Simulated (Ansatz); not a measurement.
# BN: the cost of one run

Program: Ansatz 0.2.0. Level of theory: DFT PBE+D3(BJ), scalar-relativistic, plane waves, PAW. These are calculated values, not measurements.

21 further runs of the same task are left out: 21 set aside as unsound or not needed.

**1. The starting structure**

It takes space group P-6m2 (No. 187, hexagonal). The conventional cell has a = 2.506 Å, b = 2.506 Å, c = 6.597 Å, α = 90.00°, β = 90.00°, γ = 120.00°. B (site symmetry -6m2) is surrounded by 3 N at 1.45 Å. N (site symmetry -6m2) has 3 B at 1.45 Å as nearest neighbours.

Structure file:

```xyz
4
Lattice="2.5061 0.0000 0.0000 -1.2531 2.1704 0.0000 0.0000 0.0000 6.5974" Properties=species:S:1:pos:R:3 pbc="T T T"
B     0.0000    0.0000    3.2987
B     0.0000    1.4469    0.0000
N     0.0000    0.0000    0.0000
N     1.2531    0.7235    3.2987
```

This cell was relaxed beforehand with the same method: volume 8.97 Å³/atom, gap on the mesh 4.36 eV.

**2. Plan of the line**

Atoms count from 1 in the order of the input.

One atom moved over a plane, all else fixed.

The axes are (1) shift of B1 along [1 2 0]: 11 values from −0.480 Å; (2) shift of B1 along [0 0 1]: 11 values from −0.480 Å.

Nothing else is relaxed (all other atoms fixed). Energies count from the relaxed crystal. Points are written as (first, second).

**3. The run at (−0.096 Å, −0.384 Å)**

The input, input.yaml:

```yaml
crystal:
  lattice:
    - [2.5061233057, 0.0, 0.0]
    - [-1.2530616528, 2.1703664477, 0.0]
    - [0.0, 0.0, 6.597357142]
  atoms:
    - { symbol: B, position: [-0.0221160809, -0.0442321619, 0.4417948746] }
    - { symbol: B, position: [0.3333333333, 0.6666666667, 0.0] }
    - { symbol: "N", position: [0.0, 0.0, 0.0] }
    - { symbol: "N", position: [0.6666666667, 0.3333333333, 0.5] }
basis:
  ecutwfc: 420
kpoints:
  mp_grid: { grid: [12, 12, 4] }
hamiltonian:
  xc: pbe
  dispersion: d3bj
scf:
  occupations: { method: gaussian, width: 0.05 }
output:
  forces: true
  stress: true
  eigenvalues: true
```

Launch:

```sh
$ ansatz run input.yaml --threads 2 --pin off --max-ram 4096MiB --backend cpu --events-out ev --progress --plain --runs-dir out
```

**Question.** How long does this run take on 2 threads of Arm Neoverse V1, shared host, and how much memory does it need?

About 4.2 s, with a peak of 0.35 GiB.
